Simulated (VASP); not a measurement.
A run of VASP 6.6.1 is set up as follows.

Contents of POSCAR:

```
BN
1.0
    0.0000000000      1.8130010000      1.8130010000
    1.8130010000      0.0000000000      1.8130010000
    1.8130010000      1.8130010000      0.0000000000
N B
1 1
Direct
    0.2500000000      0.2500000000      0.2500000000
    0.0000000000      0.0000000000      0.0000000000
```

The input INCAR.step1:

```
SYSTEM = BN
PREC = Accurate ; ENCUT = 520
EDIFF = 1E-7 ; ISMEAR = -1
SIGMA = 0.05 ; LREAL = .FALSE.
LASPH = .TRUE. ; NELM = 100
ALGO = Normal ; ISIF = 2
LWAVE = .FALSE. ; LCHARG = .TRUE.
GGA = PE
```

File KPOINTS.step1:

```
regular mesh
0
G
  13 13 13
  0 0 0
```

Contents of INCAR.step2:

```
SYSTEM = BN
PREC = Accurate ; ENCUT = 520
EDIFF = 1E-7 ; ISMEAR = 0
SIGMA = 0.05 ; LREAL = .FALSE.
LASPH = .TRUE. ; NELM = 100
ALGO = Normal ; ISIF = 2
LWAVE = .FALSE. ; LCHARG = .FALSE.
GGA = PE ; ICHARG = 11
```

File KPOINTS.step2:

```
path GXWKGLUWLK,UX
10
line-mode
reciprocal
 0.0000000000  0.0000000000  0.0000000000  G
 0.5000000000  0.0000000000  0.5000000000  X

 0.5000000000  0.0000000000  0.5000000000  X
 0.5000000000  0.2500000000  0.7500000000  W

 0.5000000000  0.2500000000  0.7500000000  W
 0.3750000000  0.3750000000  0.7500000000  K

 0.3750000000  0.3750000000  0.7500000000  K
 0.0000000000  0.0000000000  0.0000000000  G

 0.0000000000  0.0000000000  0.0000000000  G
 0.5000000000  0.5000000000  0.5000000000  L

 0.5000000000  0.5000000000  0.5000000000  L
 0.6250000000  0.2500000000  0.6250000000  U

 0.6250000000  0.2500000000  0.6250000000  U
 0.5000000000  0.2500000000  0.7500000000  W

 0.5000000000  0.2500000000  0.7500000000  W
 0.5000000000  0.5000000000  0.5000000000  L

 0.5000000000  0.5000000000  0.5000000000  L
 0.3750000000  0.3750000000  0.7500000000  K

 0.6250000000  0.2500000000  0.6250000000  U
 0.5000000000  0.0000000000  0.5000000000  X
```

Potentials or basis: VASP PAW PBE potentials, release 64 (N, B).

Run with:

```console
$ cat potpaw_PBE.64/N/POTCAR potpaw_PBE.64/B/POTCAR > POTCAR
$ cp INCAR.step1 INCAR
$ cp KPOINTS.step1 KPOINTS
$ mpirun -np 1 vasp_std > vasp.out
$ cp INCAR.step2 INCAR
$ cp KPOINTS.step2 KPOINTS
$ mpirun -np 1 vasp_std > vasp.out
```

Question: Predict the band gap on the k mesh.

Answer: 4.52 eV, indirect (least direct gap 8.78 eV).

Question: Estimate the band gap along the path.

Answer: 4.45 eV, indirect (least direct gap 8.78 eV).

Levels at the corners of the path, in eV from the valence-band top:
```
point  band 1  band 2  band 3  band 4  band 5  band 6  band 7  band 8
    Γ  -20.13    0.00    0.00    0.00    8.78    8.78    8.78   10.20
    X  -14.60   -8.86   -4.86   -4.86    4.45    9.18   17.78   17.78
    X  -14.60   -8.86   -4.86   -4.86    4.45    9.18   17.78   17.78
    W  -14.30   -7.55   -6.90   -6.44    9.56   13.20   14.45   14.52
    W  -14.30   -7.55   -6.90   -6.44    9.56   13.20   14.45   14.52
    K  -14.52   -8.08   -7.59   -4.04    6.88   12.79   15.71   16.54
    K  -14.52   -8.08   -7.59   -4.04    6.88   12.79   15.71   16.54
    Γ  -20.13    0.00    0.00    0.00    8.78    8.78    8.78   10.20
    Γ  -20.13    0.00    0.00    0.00    8.78    8.78    8.78   10.20
    L  -15.95  -10.61   -1.92   -1.92   10.03   10.66   10.66   15.16
    L  -15.95  -10.61   -1.92   -1.92   10.03   10.66   10.66   15.16
    U  -14.52   -8.08   -7.59   -4.04    6.88   12.79   15.71   16.54
    U  -14.52   -8.08   -7.59   -4.04    6.88   12.79   15.71   16.54
    W  -14.30   -7.55   -6.90   -6.44    9.56   13.20   14.45   14.52
    W  -14.30   -7.55   -6.90   -6.44    9.56   13.20   14.45   14.52
    L  -15.95  -10.61   -1.92   -1.92   10.03   10.66   10.66   15.16
    L  -15.95  -10.61   -1.92   -1.92   10.03   10.66   10.66   15.16
    K  -14.52   -8.08   -7.59   -4.04    6.88   12.79   15.71   16.54
    U  -14.52   -8.08   -7.59   -4.04    6.88   12.79   15.71   16.54
    X  -14.60   -8.86   -4.86   -4.86    4.45    9.18   17.78   17.78
```

Caveat: the log is that of the step along the path at fixed density, whose energy, stress, charges and moments have no meaning.

**Measured values to compare with.**

From a printed reference work, monograph, for a bulk crystal of BN at 300 K: band gap 6.4 eV (indirect).

Measured gap of BN: 6.4 eV (indirect; 300 K; a printed reference work, monograph). This calculation gives 4.45 eV (-1.95 eV). The value is that of PBE, without temperature or zero-point motion. Semilocal functionals fall short of measured gaps as a rule. The cell is a database's relaxed one, not the measured one, which moves gaps too.
